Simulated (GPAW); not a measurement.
Runs of GPAW 26.7.0 on NaCl. Symmetry: Fm-3m, No. 225, cubic system. Conventional cell: a = 5.588 Å, b = 5.588 Å, c = 5.588 Å, α = 90.00°, β = 90.00°, γ = 90.00°. Cl (site symmetry m-3m) is surrounded by 6 Na at 2.79 Å. Around Na (site symmetry m-3m) lie 6 Cl at 2.79 Å. The cell is a database's computed one.

```tsv
task	level	potentials or basis	cell	k mesh	data set	band path	band points	optimizer	fmax	gap on the mesh (eV)	pressure (GPa)	V0 of scaled cells (Å³/atom)	B0 (GPa)
equation of state	LDA	the program's PAW data sets (release 1.2.1) made for this functional, other valence, pw	as given	7 × 7 × 7	Na 1	-	-	-	-	-	-	20.77	33
band structure	PBE	GPAW PAW data sets (gpaw-data 1.2.1), pw	as given	7 × 7 × 7	-	GXWKGLUWLK,UX	60	-	-	5.22	1.5	-	-
equation of state	PBEint	PAW data sets generated in the run's folder for this functional, pw	as given	7 × 7 × 7	-	-	-	-	-	-	-	(b)	(a)
band structure	AM05	PAW data sets generated in the run's folder for this functional, pw	as given	7 × 7 × 7	-	GXWKGLUWLK,UX	80	-	-	5.24	1.2	-	-
single point	PBE	GPAW PAW data sets (gpaw-data 1.2.1), pw	as given	8 × 8 × 8	-	-	-	-	-	5.22	1.5	-	-
equation of state	PBEsol	PAW data sets generated in the run's folder for this functional, pw	as given	7 × 7 × 7	-	-	-	-	-	-	-	22.03	26
relaxation of cell and atoms	PBEsol+D3(BJ)+ATM	PAW data sets generated in the run's folder for this functional, pw	relaxed	8 × 8 × 8	-	-	-	BFGS	0.02 eV/Å	5.20	0.1	-	-
equation of state	PBEsol+D4	PAW data sets generated in the run's folder for this functional, pw	as given	7 × 7 × 7	-	-	-	-	-	-	-	21.69	27
band structure	revPBE	the program's PAW data sets (release 1.2.1) made for this functional, pw	as given	7 × 7 × 7	-	GXWKGLUWLK,UX	60	-	-	5.50	3.2	-	-
band structure	OLYP	PAW data sets generated in the run's folder for this functional, pw	as given	7 × 7 × 7	-	GXWKGLUWLK,UX	100	-	-	6.02	(c)	-	-
equation of state	PBE+D3(BJ)	GPAW PAW data sets (gpaw-data 1.2.1), pw	as given	7 × 7 × 7	-	-	-	-	-	-	-	21.69	28
band structure	PBEsol	PAW data sets generated in the run's folder for this functional, pw	as given	7 × 7 × 7	-	GXWKGLUWLK,UX	60	-	-	5.04	0.2	-	-
```

Alike in all rows: no spin polarisation; cutoff (eV) 800; smearing fermi-dirac 0.05 eV.

Problem. Fill in the values left out.

Solution. (a) 23; (b) 22.86; (c) 4.3.

Caveats: later steps reuse the first step's grids (some runs).

A k mesh can miss the band edges.

Not every run made on this cell is shown here.
